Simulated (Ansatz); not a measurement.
# Dielectric response of CaO (110) films, part 3 of 4

How well do thin rocksalt CaO (110) films screen a perpendicular field?

Ansatz 0.2.0; plane-wave DFT, PBEsol, Ansatz PAW.

So far. Step 7 (Field on, atoms free, 10 atoms, field 0.05 V/Å): The dipole is 0.0415 e·Å, and the gap on the mesh 2.141 eV. Step 8 (Relaxing in the field, 10 atoms, field -0.05 V/Å): The dipole is -0.0415 e·Å, and the gap on the mesh 2.141 eV.

**9. Response with the atoms relaxed, 10 atoms, units 5**

This step: plane-wave DFT, PBEsol, Ansatz PAW; response to a field along the normal, atoms relaxed (Ansatz 0.2.0).

The two relaxed runs give the static response.

Numbers from this step:

```
equivalent conductor thickness p/(ε₀AE) : 9.178 Å
```

Local field over the applied field, running mean. From the potentials at -0.05 and 0.05 V/Å; running mean over 1.701 Å, taken twice. The local field over applied field by z:

```csv
z (Å),local field over applied field
5,0.992
6,0.962
7,0.830
8,0.394
9,-0.0579
10,0.0320
11,0.182
12,-0.0192
13,0.0160
14,0.179
15,-0.0322
16,-0.0118
17,0.500
18,0.877
19,0.972
20,0.995
```

The induced dipole is that of a conductor 9.18 Å thick.

**10. Relaxation, 16 atoms, units 8**

This step: plane-wave DFT, PBEsol, Ansatz PAW (Ansatz 0.2.0).

System of this step: CaO (110), 8 units. The cell holds 16 atoms: 8 Ca and 8 O. Cell: a = 3.401 Å, b = 4.810 Å, c = 29.904 Å, α = 90.0°, β = 90.0°, γ = 90.0°. It derives from CaO (rocksalt CaO). Vacuum lies along c.

The next thickness, treated alike, so that differences show the interior and the faces cancel.

File input.yaml:

```yaml
crystal:
  lattice:
    - [3.40118362, 0.0, 0.0]
    - [0.0, 4.81, 0.0]
    - [0.0, 0.0, 29.9041426613]
  atoms:
    - { symbol: Ca, position: [0.5, 0.5, 0.3009616461] }
    - { symbol: O, position: [0.5, 0.0, 0.3009616461] }
    - { symbol: Ca, position: [0.0, 0.0, 0.3578297472] }
    - { symbol: O, position: [0.0, 0.5, 0.3578297472] }
    - { symbol: Ca, position: [0.5, 0.5, 0.4146978483] }
    - { symbol: O, position: [0.5, 0.0, 0.4146978483] }
    - { symbol: Ca, position: [0.0, 0.0, 0.4715659494] }
    - { symbol: O, position: [0.0, 0.5, 0.4715659494] }
    - { symbol: Ca, position: [0.5, 0.5, 0.5284340506] }
    - { symbol: O, position: [0.5, 0.0, 0.5284340506] }
    - { symbol: Ca, position: [0.0, 0.0, 0.5853021517] }
    - { symbol: O, position: [0.0, 0.5, 0.5853021517] }
    - { symbol: Ca, position: [0.5, 0.5, 0.6421702528] }
    - { symbol: O, position: [0.5, 0.0, 0.6421702528] }
    - { symbol: Ca, position: [0.0, 0.0, 0.6990383539] }
    - { symbol: O, position: [0.0, 0.5, 0.6990383539] }
kpoints:
  mp_grid: { grid: [8, 6, 1] }
hamiltonian:
  xc: pbesol
scf:
  occupations: { method: fixed }
  convergence: { dr2_threshold: 1.0e-09 }
efield:
  axis: 3
  dipole_correction: true
  ramp_position: 0.97
  ramp_width: 0.06
relax:
  f_tol: 0.003
  max_steps: 100
output:
  write_potential: true
  write_density: true
  volumetric_format: npy
```

Command:

```bash
$ ansatz run input.yaml --threads 4 --pin off --max-ram 12288MiB --backend cpu --events-out ev --progress --plain --runs-dir out
```

Numbers of over 12 decimals in the logs are rounded to 6 here.

The log of the run:

```text
[...]
Crystal: 16 atoms, lattice volume = 489.223 Å³
Basis set: ecut = 420 eV, 9529 PW (Γ), exchange–correlation on 48×72×400 points (8 copies of the dense FFT grid, shifted against one another)
Bands: 80, of which v1, the nominal top of the filled ones, is band 64 counted from 1 (63 counted from 0)
Symmetry: 4 space group operations
k-points: 20 of 48
[...]
- { symbol: Ca, position: [0.5, 0.5, 0.528537] }
    - { symbol: O, position: [0.5, 0.0, 0.529223] }
    - { symbol: Ca, position: [0.0, 0.0, 0.583274] }
    - { symbol: O, position: [0.0, 0.5, 0.582476] }
    - { symbol: Ca, position: [0.5, 0.5, 0.642580] }
    - { symbol: O, position: [0.5, 0.0, 0.643410] }
    - { symbol: Ca, position: [0.0, 0.0, 0.692608] }
    - { symbol: O, position: [0.0, 0.5, 0.691363] }
[key lines of the parts left out:]
SCF converged after 7 iterations
Free energy (F): -18861.586835 eV
Fermi energy:    1.628955 eV
Dipole field:    D = -0.000000 V/Å  (p = -0.000000 e·Å, saw-weighted, corrected)
Work function:   Φ+ = 3.7137 eV   Φ− = 3.7137 eV
```

Elapsed: 2.3 min, on 4 threads of Arm Neoverse V1, shared host; peak memory 1.3 GiB.

Relaxation path:

| step | energy less that of the first step (eV) | largest force component (eV/Å) |
| --- | --- | --- |
| 1 | 0.0000 | 0.9366 |
| 2 | -0.4046 | 0.4430 |
| 3 | -0.4484 | 0.2992 |
| 4 | -0.4736 | 0.0839 |
| 5 | -0.4750 | 0.0475 |
| 6 | -0.4755 | 0.0031 |
| 7 | -0.4755 | 0.0003 |

Forces are held to the 4 operations that the run works with; a distortion that breaks them can't arise in this run.

The atoms that moved most (Å):

```
atom     dx     dy      dz  length
  O2  0.000  0.000   0.230   0.230
 O16  0.000  0.000  -0.230   0.230
 Ca1  0.000  0.000   0.192   0.192
Ca15  0.000  0.000  -0.192   0.192
 O12  0.000  0.000  -0.085   0.085
  O6  0.000  0.000   0.085   0.085
Ca11  0.000  0.000  -0.061   0.061
 Ca5  0.000  0.000   0.061   0.061
```

Final coordinates:

```cif
data_structure
_symmetry_space_group_name_H-M 'P 1'
_symmetry_Int_Tables_number 1
_cell_length_a 3.4012
_cell_length_b 4.8100
_cell_length_c 29.9041
_cell_angle_alpha 90.000
_cell_angle_beta 90.000
_cell_angle_gamma 90.000
_cell_volume 489.22
loop_
_atom_site_label
_atom_site_type_symbol
_atom_site_fract_x
_atom_site_fract_y
_atom_site_fract_z
_atom_site_occupancy
Ca1 Ca 0.50000 0.50000 0.30739 1
O2 O 0.50000 0.00000 0.30864 1
Ca3 Ca 0.00000 0.00000 0.35742 1
O4 O 0.00000 0.50000 0.35659 1
Ca5 Ca 0.50000 0.50000 0.41673 1
O6 O 0.50000 0.00000 0.41752 1
Ca7 Ca 0.00000 0.00000 0.47146 1
O8 O 0.00000 0.50000 0.47078 1
Ca9 Ca 0.50000 0.50000 0.52854 1
O10 O 0.50000 0.00000 0.52922 1
Ca11 Ca 0.00000 0.00000 0.58327 1
O12 O 0.00000 0.50000 0.58248 1
Ca13 Ca 0.50000 0.50000 0.64258 1
O14 O 0.50000 0.00000 0.64341 1
Ca15 Ca 0.00000 0.00000 0.69261 1
O16 O 0.00000 0.50000 0.69136 1
```

The relaxation took 7 steps and lowered the energy by 0.48 eV; the largest force on the free atoms ends at 2.7e-4 eV/Å.

The gap is 2.41 eV, with the valence edge 3.71 eV and the conduction edge 1.30 eV under the upper vacuum level.

**11. The relaxed film, single point, 16 atoms, units 8**

The next thickness, treated alike, so that differences show the interior and the faces cancel.

File input.yaml:

```yaml
crystal:
  lattice:
    - [3.40118362, 0.0, 0.0]
    - [0.0, 4.81, 0.0]
    - [0.0, 0.0, 29.9041426613]
  atoms:
    - { symbol: Ca, position: [0.5, 0.5, 0.3073924322] }
    - { symbol: O, position: [0.5, 0.0, 0.3086365427] }
    - { symbol: Ca, position: [0.0, 0.0, 0.3574195852] }
    - { symbol: O, position: [0.0, 0.5, 0.3565899947] }
    - { symbol: Ca, position: [0.5, 0.5, 0.4167262659] }
    - { symbol: O, position: [0.5, 0.0, 0.4175239744] }
    - { symbol: Ca, position: [0.0, 0.0, 0.4714628988] }
    - { symbol: O, position: [0.0, 0.5, 0.470777025] }
    - { symbol: Ca, position: [0.5, 0.5, 0.5285371002] }
    - { symbol: O, position: [0.5, 0.0, 0.5292229743] }
    - { symbol: Ca, position: [0.0, 0.0, 0.5832737338] }
    - { symbol: O, position: [0.0, 0.5, 0.5824760251] }
    - { symbol: Ca, position: [0.5, 0.5, 0.6425804149] }
    - { symbol: O, position: [0.5, 0.0, 0.6434100065] }
    - { symbol: Ca, position: [0.0, 0.0, 0.6926075682] }
    - { symbol: O, position: [0.0, 0.5, 0.6913634581] }
kpoints:
  mp_grid: { grid: [8, 6, 1] }
hamiltonian:
  xc: pbesol
scf:
  occupations: { method: fixed }
  convergence: { dr2_threshold: 1.0e-09 }
efield:
  axis: 3
  dipole_correction: true
  ramp_position: 0.97
  ramp_width: 0.06
output:
  eigenvalues: true
  write_potential: true
  write_density: true
  volumetric_format: npy
  elf: true
```

The log of the run:

```text
[...]
Crystal: 16 atoms, lattice volume = 489.223 Å³
Basis set: ecut = 420 eV, 9529 PW (Γ)
Bands: 80, of which v1, the nominal top of the filled ones, is band 64 counted from 1 (63 counted from 0)
Symmetry: 4 space group operations
k-points: 20 of 48
[...]
k-point 0: bands = [... 60 lower, 1.2480, 1.2581, 1.6094, 1.6288, 4.0372, 4.0616, 5.0129, 5.3265, ... 12 higher]
  k-point 1: bands = [... 60 lower, 1.1196, 1.1263, 1.5745, 1.5906, 4.1948, 4.2122, 5.1085, 5.5005, ... 12 higher]
  k-point 2: bands = [... 60 lower, 1.0790, 1.0865, 1.5086, 1.5172, 4.5506, 4.5625, 5.3780, 5.7627, ... 12 higher]
  k-point 19: bands = [... 60 lower, 0.7912, 0.7912, 1.2198, 1.2198, 5.8307, 5.8307, 7.2056, 7.2056, ... 12 higher]
[key lines of the parts left out:]
SCF converged after 11 iterations
Free energy (F): -18861.587001 eV
Fermi energy:    1.628837 eV
Dipole field:    D = 0.000000 V/Å  (p = 0.000000 e·Å, saw-weighted, corrected)
Work function:   Φ+ = 3.7140 eV   Φ− = 3.7140 eV
```

Elapsed: 35 s, on 4 threads; peak memory 1.5 GiB; 2.3 min of CPU time.

The gap is 2.41 eV, with the valence edge 3.71 eV and the conduction edge 1.31 eV under the upper vacuum level.

**12. Atoms held, 16 atoms, units 8, field 0.05 V/Å**

input.yaml: that of step 11 with these lines changed.

```diff
@@ -28,3 +28,3 @@
   occupations: { method: fixed }
-  convergence: { dr2_threshold: 1.0e-09 }
+  convergence: { dr2_threshold: 1.0e-10 }
 efield:
@@ -34,4 +34,4 @@
   ramp_width: 0.06
+  amplitude: 0.05
 output:
-  eigenvalues: true
   write_potential: true
@@ -39,2 +39 @@
   volumetric_format: npy
-  elf: true
```

The log of the run:

```text
[...]
Crystal: 16 atoms, lattice volume = 489.223 Å³
Basis set: ecut = 420 eV, 9529 PW (Γ)
Bands: 80, of which v1, the nominal top of the filled ones, is band 64 counted from 1 (63 counted from 0)
Symmetry: 4 space group operations
k-points: 20 of 48
[...]
k-point 0: bands = [... 60 lower, 1.1866, 1.3202, 1.5503, 1.6878, 3.9200, 4.1748, 5.0098, 5.2217, ... 12 higher]
  k-point 1: bands = [... 60 lower, 1.0706, 1.1806, 1.5138, 1.6512, 4.0740, 4.3293, 5.1051, 5.3999, ... 12 higher]
  k-point 2: bands = [... 60 lower, 1.0249, 1.1420, 1.4442, 1.5813, 4.4319, 4.6785, 5.3726, 5.7546, ... 12 higher]
  k-point 19: bands = [... 60 lower, 0.7216, 0.8606, 1.1444, 1.2946, 5.7408, 5.9200, 7.1436, 7.1848, ... 12 higher]
[key lines of the parts left out:]
SCF converged after 15 iterations
Free energy (F): -18861.588244 eV
Fermi energy:    1.687846 eV
Dipole field:    D = 0.018402 V/Å  (p = 0.049752 e·Å, saw-weighted, corrected)
```

Elapsed: 42 s, on 4 threads; peak memory 1.5 GiB; 2.7 min of CPU time.

The dipole is 0.0498 e·Å, and the gap on the mesh 2.232 eV.

**13. Atoms held, 16 atoms, units 8, field -0.05 V/Å**

input.yaml: that of step 12 with these lines changed.

```diff
@@ -34,3 +34,3 @@
   ramp_width: 0.06
-  amplitude: 0.05
+  amplitude: -0.05
 output:
```

The log of the run:

```text
[...]
Crystal: 16 atoms, lattice volume = 489.223 Å³
Basis set: ecut = 420 eV, 9529 PW (Γ)
Bands: 80, of which v1, the nominal top of the filled ones, is band 64 counted from 1 (63 counted from 0)
Symmetry: 4 space group operations
k-points: 20 of 48
[...]
k-point 0: bands = [... 60 lower, 1.1866, 1.3202, 1.5503, 1.6878, 3.9200, 4.1748, 5.0098, 5.2217, ... 12 higher]
  k-point 1: bands = [... 60 lower, 1.0706, 1.1806, 1.5138, 1.6512, 4.0740, 4.3293, 5.1051, 5.3999, ... 12 higher]
  k-point 2: bands = [... 60 lower, 1.0249, 1.1420, 1.4442, 1.5813, 4.4319, 4.6785, 5.3726, 5.7546, ... 12 higher]
  k-point 19: bands = [... 60 lower, 0.7216, 0.8606, 1.1444, 1.2946, 5.7408, 5.9200, 7.1436, 7.1848, ... 12 higher]
[key lines of the parts left out:]
SCF converged after 15 iterations
Free energy (F): -18861.588244 eV
Fermi energy:    1.687846 eV
Dipole field:    D = -0.018402 V/Å  (p = -0.049752 e·Å, saw-weighted, corrected)
```

The job ended after 42 s (4 threads; peak memory 1.5 GiB; 2.7 min of CPU time).

The dipole is -0.0498 e·Å, and the gap on the mesh 2.232 eV.

**14. Response with the atoms held, 16 atoms, units 8**

This step: plane-wave DFT, PBEsol, Ansatz PAW; response to a field along the normal, atoms held (Ansatz 0.2.0).

Local field over the applied field, running mean. From the potentials at -0.05 and 0.05 V/Å; running mean over 1.701 Å, taken twice. Table of local field over applied field by z:

| z (Å) | local field over applied field |
| --- | --- |
| 4.5 | 0.997 |
| 5.0 | 0.992 |
| 5.5 | 0.982 |
| 6.0 | 0.961 |
| 6.5 | 0.916 |
| 7.0 | 0.836 |
| 7.5 | 0.711 |
| 8.0 | 0.552 |
| 8.5 | 0.390 |
| 9.0 | 0.263 |
| 9.5 | 0.194 |
| 10.0 | 0.186 |
| 10.5 | 0.218 |
| 11.0 | 0.257 |
| 11.5 | 0.281 |
| 12.0 | 0.279 |
| 12.5 | 0.262 |
| 13.0 | 0.247 |
| 13.5 | 0.245 |
| 14.0 | 0.254 |
| 14.5 | 0.266 |
| 15.0 | 0.271 |
| 15.5 | 0.264 |
| 16.0 | 0.252 |
| 16.5 | 0.244 |
| 17.0 | 0.249 |
| 17.5 | 0.266 |
| 18.0 | 0.281 |
| 18.5 | 0.278 |
| 19.0 | 0.250 |
| 19.5 | 0.211 |
| 20.0 | 0.184 |
| 20.5 | 0.202 |
| 21.0 | 0.283 |
| 21.5 | 0.419 |
| 22.0 | 0.584 |
| 22.5 | 0.738 |
| 23.0 | 0.855 |
| 23.5 | 0.927 |
| 24.0 | 0.966 |
| 24.5 | 0.985 |
| 25.0 | 0.994 |
| 25.5 | 0.997 |

The induced dipole is that of a conductor 11.01 Å thick.

**15. Relaxation, 24 atoms, units 12**

This step: plane-wave DFT, PBEsol, Ansatz PAW (Ansatz 0.2.0).

System of this step: CaO (110), 12 units. The cell holds 24 atoms: 12 Ca and 12 O. Its edges and angles: a = 3.401 Å, b = 4.810 Å, c = 36.707 Å, α = 90.0°, β = 90.0°, γ = 90.0°. It derives from CaO (rocksalt CaO). Vacuum lies along c.

The next thickness, treated alike, so that differences show the interior and the faces cancel.

File input.yaml:

```yaml
crystal:
  lattice:
    - [3.40118362, 0.0, 0.0]
    - [0.0, 4.81, 0.0]
    - [0.0, 0.0, 36.7065098963]
  atoms:
    - { symbol: Ca, position: [0.5, 0.5, 0.2451881158] }
    - { symbol: O, position: [0.5, 0.0, 0.2451881158] }
    - { symbol: Ca, position: [0.0, 0.0, 0.2915175493] }
    - { symbol: O, position: [0.0, 0.5, 0.2915175493] }
    - { symbol: Ca, position: [0.5, 0.5, 0.3378469828] }
    - { symbol: O, position: [0.5, 0.0, 0.3378469828] }
    - { symbol: Ca, position: [0.0, 0.0, 0.3841764163] }
    - { symbol: O, position: [0.0, 0.5, 0.3841764163] }
    - { symbol: Ca, position: [0.5, 0.5, 0.4305058498] }
    - { symbol: O, position: [0.5, 0.0, 0.4305058498] }
    - { symbol: Ca, position: [0.0, 0.0, 0.4768352833] }
    - { symbol: O, position: [0.0, 0.5, 0.4768352833] }
    - { symbol: Ca, position: [0.5, 0.5, 0.5231647167] }
    - { symbol: O, position: [0.5, 0.0, 0.5231647167] }
    - { symbol: Ca, position: [0.0, 0.0, 0.5694941502] }
    - { symbol: O, position: [0.0, 0.5, 0.5694941502] }
    - { symbol: Ca, position: [0.5, 0.5, 0.6158235837] }
    - { symbol: O, position: [0.5, 0.0, 0.6158235837] }
    - { symbol: Ca, position: [0.0, 0.0, 0.6621530172] }
    - { symbol: O, position: [0.0, 0.5, 0.6621530172] }
    - { symbol: Ca, position: [0.5, 0.5, 0.7084824507] }
    - { symbol: O, position: [0.5, 0.0, 0.7084824507] }
    - { symbol: Ca, position: [0.0, 0.0, 0.7548118842] }
    - { symbol: O, position: [0.0, 0.5, 0.7548118842] }
kpoints:
  mp_grid: { grid: [8, 6, 1] }
hamiltonian:
  xc: pbesol
scf:
  occupations: { method: fixed }
  convergence: { dr2_threshold: 1.0e-09 }
efield:
  axis: 3
  dipole_correction: true
  ramp_position: 0.97
  ramp_width: 0.06
relax:
  f_tol: 0.003
  max_steps: 100
output:
  write_potential: true
  write_density: true
  volumetric_format: npy
```

The log of the run:

```text
[...]
Crystal: 24 atoms, lattice volume = 600.507 Å³
Basis set: ecut = 420 eV, 11693 PW (Γ), exchange–correlation on 48×72×500 points (8 copies of the dense FFT grid, shifted against one another)
Bands: 120, of which v1, the nominal top of the filled ones, is band 96 counted from 1 (95 counted from 0)
Symmetry: 4 space group operations
k-points: 20 of 48
[...]
- { symbol: Ca, position: [0.5, 0.5, 0.614516] }
    - { symbol: O, position: [0.5, 0.0, 0.614882] }
    - { symbol: Ca, position: [0.0, 0.0, 0.659254] }
    - { symbol: O, position: [0.0, 0.5, 0.658722] }
    - { symbol: Ca, position: [0.5, 0.5, 0.707519] }
    - { symbol: O, position: [0.5, 0.0, 0.708123] }
    - { symbol: Ca, position: [0.0, 0.0, 0.748276] }
    - { symbol: O, position: [0.0, 0.5, 0.747313] }
[key lines of the parts left out:]
SCF converged after 6 iterations
Free energy (F): -28293.985015 eV
Fermi energy:    2.815908 eV
Dipole field:    D = -0.000000 V/Å  (p = -0.000000 e·Å, saw-weighted, corrected)
Work function:   Φ+ = 3.7200 eV   Φ− = 3.7201 eV
```

Elapsed: 4.7 min, on 4 threads; peak memory 2 GiB; 19 min of CPU time.

Relaxation path:

```csv
step,energy less that of the first step (eV),largest force component (eV/Å)
1,0.0000,0.9359
2,-0.4039,0.4337
3,-0.4575,0.2976
4,-0.4803,0.0584
5,-0.4818,0.0034
6,-0.4818,0.0006
```

The run keeps the 4 symmetry operations that it works with, so distortions that break them were not tested.

The atoms that moved most (Å):

| atom | dx | dy | dz | length |
| --- | --- | --- | --- | --- |
| O24 | 0.000 | 0.000 | -0.275 | 0.275 |
| O2 | 0.000 | 0.000 | 0.275 | 0.275 |
| Ca23 | 0.000 | 0.000 | -0.240 | 0.240 |
| Ca1 | 0.000 | 0.000 | 0.240 | 0.240 |
| O20 | 0.000 | 0.000 | -0.126 | 0.126 |
| O6 | 0.000 | 0.000 | 0.126 | 0.126 |
| Ca19 | 0.000 | 0.000 | -0.106 | 0.106 |
| Ca5 | 0.000 | 0.000 | 0.106 | 0.106 |

Running mean over 1.701 Å of the planar mean; the ramp of the sawtooth is left out. The electron's electrostatic potential energy less the highest filled level by z:

| z (Å) | electron's electrostatic potential energy less the highest filled level (eV) |
| --- | --- |
| 4 | 3.72 |
| 5 | 3.72 |
| 6 | 3.71 |
| 7 | 3.61 |
| 8 | 2.06 |
| 9 | -3.56 |
| 10 | -5.63 |
| 11 | -4.17 |
| 12 | -3.91 |
| 13 | -4.59 |
| 14 | -4.38 |
| 15 | -4.28 |
| 16 | -4.33 |
| 17 | -4.44 |
| 18 | -4.35 |
| 19 | -4.32 |
| 20 | -4.49 |
| 21 | -4.30 |
| 22 | -4.28 |
| 23 | -4.56 |
| 24 | -4.39 |
| 25 | -3.74 |
| 26 | -4.53 |
| 27 | -5.33 |
| 28 | -2.27 |
| 29 | 3.02 |
| 30 | 3.66 |
| 31 | 3.71 |
| 32 | 3.72 |
| 33 | 3.72 |

The relaxation took 6 steps and lowered the energy by 0.48 eV; the largest force on the free atoms ends at 6.1e-4 eV/Å.

The gap is 2.42 eV, with the valence edge 3.72 eV and the conduction edge 1.30 eV under the upper vacuum level.

**16. Comparing the runs**

Times are for 4 threads of Arm Neoverse V1, shared host. The runs compared:

```
no.  units  gap by band count (eV)  ionisation energy, upper face (eV)  electron affinity, upper face (eV)     time  memory (GiB)
  1      5                   2.154                               3.579                               1.425     56 s          0.89
  2      8                   2.410                               3.714                               1.304  2.3 min           1.3
  3     12                   2.423                               3.720                               1.297  4.7 min           2.0
```

The valence density, planar mean (5) oscillates, so the rows of the table below give means over windows of 0.5 Å about each position, cut where the curve ends. Its maxima inside the range that stand out by 2 % of the span (Å: e/Å³): 9.23: 0.936, 10.61: 0.945, 12.40: 0.941, 14.19: 0.945, 15.57: 0.936. Its minima: 9.92: 0.358, 11.57: 0.226, 13.23: 0.226, 14.88: 0.358.

The runs together. Valence density, planar mean against z; means over each step:

```
z (Å)  5 (e/Å³)  8 (e/Å³)  12 (e/Å³)
  5.5    7.9e-5    6.9e-5     6.3e-5
  6.0    2.5e-4    2.2e-4     2.0e-4
  6.5    7.5e-4    6.7e-4     6.0e-4
  7.0   0.00250   0.00222    0.00200
  7.5   0.00902   0.00811    0.00715
  8.0    0.0437    0.0393     0.0333
  8.5     0.278     0.247      0.211
  9.0     0.803     0.767      0.726
  9.5     0.689     0.727      0.767
 10.0     0.437     0.455      0.448
 10.5     0.833     0.822      0.783
 11.0     0.657     0.671      0.721
 11.5     0.273     0.264      0.276
 12.0     0.588     0.507      0.462
 12.5     0.850     0.869      0.863
 13.0     0.392     0.484      0.520
 13.5     0.356     0.431      0.386
 14.0     0.835     0.857      0.827
 14.5     0.669     0.585      0.644
 15.0     0.444     0.290      0.296
 15.5     0.841     0.683      0.653
 16.0     0.611     0.808      0.825
 16.5     0.135     0.373      0.373
 17.0    0.0227     0.572      0.489
 17.5   0.00527     0.861      0.871
 18.0   0.00154     0.413      0.500
 18.5    4.9e-4     0.297      0.340
 19.0    1.6e-4     0.769      0.790
 19.5    5.1e-5     0.749      0.697
 20.0    1.7e-5     0.448      0.314
 20.5    5.3e-6     0.805      0.643
 21.0    1.7e-6     0.677      0.824
 21.5         0     0.176      0.373
 22.0         0    0.0283      0.435
 22.5         0   0.00626      0.864
 23.0         0   0.00174      0.564
 23.5         0    5.5e-4      0.371
 24.0         0    1.8e-4      0.796
 24.5         0    6.0e-5      0.738
```

[end of part 3 of 4]

[Logs are printed without paths, hosts, clocks, repeated set-up lines and the standing remarks that a program may print on its own settings, such as how far it seeks lower states.]

[Hosts, paths, dates, database ids (printed as entryN), source tags and the programs' standing remarks are cut or masked in the printed files.]

[Maps of the electrostatic potential energy from Ansatz leave out the sawtooth potential of an applied field or a dipole correction, so their vacuum need not be flat; planar profiles and work functions include it.]
